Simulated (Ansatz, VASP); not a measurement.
# Be in VASP and in Ansatz

The input INCAR:

```
SYSTEM = Be
PREC = Accurate
ENCUT = 520
EDIFF = 1E-7
ISMEAR = 0
SIGMA = 0.15
LREAL = .FALSE.
LASPH = .TRUE.
NELM = 60
ALGO = Fast
ISIF = 2
LWAVE = .FALSE.
LCHARG = .TRUE.
GGA = PS
LELF = .TRUE.
LVHAR = .TRUE.
NBANDS = 9
```

KPOINTS

```
Automatic mesh
0
G
  24 24 14
  0 0 0
```

The input POSCAR:

```
Be
1.0
    2.2995019849      0.0000000000      0.0000000000
   -1.1497509925      1.9914271350      0.0000000000
    0.0000000000      0.0000000000      3.6009000000
Be
2
Direct
    0.4839790661      0.9679581322      0.2500000000
    0.6666666667      0.3333333333      0.7500000000
```

Input for Ansatz:

```yaml
crystal:
  lattice:
    - [2.2995019849, 0.0, 0.0]
    - [-1.1497509925, 1.991427135, 0.0]
    - [0.0, 0.0, 3.6009]
  atoms:
    - { symbol: Be, position: [0.4839790661, 0.9679581322, 0.25] }
    - { symbol: Be, position: [0.6666666667, 0.3333333333, 0.75] }
basis:
  ecutwfc: 420
kpoints:
  mp_grid: { grid: [24, 24, 14] }
hamiltonian:
  xc: pbesol
scf:
  occupations: { method: gaussian, width: 0.15 }
output:
  forces: true
  stress: true
  eigenvalues: true
```

Alike in both runs: task single point; functional PBEsol; k mesh 24 × 24 × 14; occupations gaussian, width 0.15 eV; no spin polarisation.

|  | VASP | Ansatz |
| --- | --- | --- |
| version | VASP 6.6.1 | Ansatz 0.2.0 |
| potentials or method | VASP PAW PBE potentials, release 64 (Be) | scalar-relativistic, plane waves, PAW |
| plane-wave cutoff (eV) | 520 | 420 |
| valence electrons in the cell | 4 | 4 |

Ansatz gave:

* gap on the k mesh at the Fermi level (eV): none
* pressure (GPa): 2.0
* largest component of the traceless stress (GPa): 23.19
* rms of the force components (eV/Å): 1.363

Q: Which values does VASP return?

A: gap on the k mesh at the Fermi level (eV): none; pressure (GPa): 2.3; largest component of the traceless stress (GPa): 23.32; rms of the force components (eV/Å): 1.366.

Atom by atom the forces differ by 0.002 eV/Å (rms over components). A gap of «none» marks a metal or a gap that the smearing closes.

Caveats: the PAW data sets were made with another functional, which shifts forces and pressure a little (VASP).
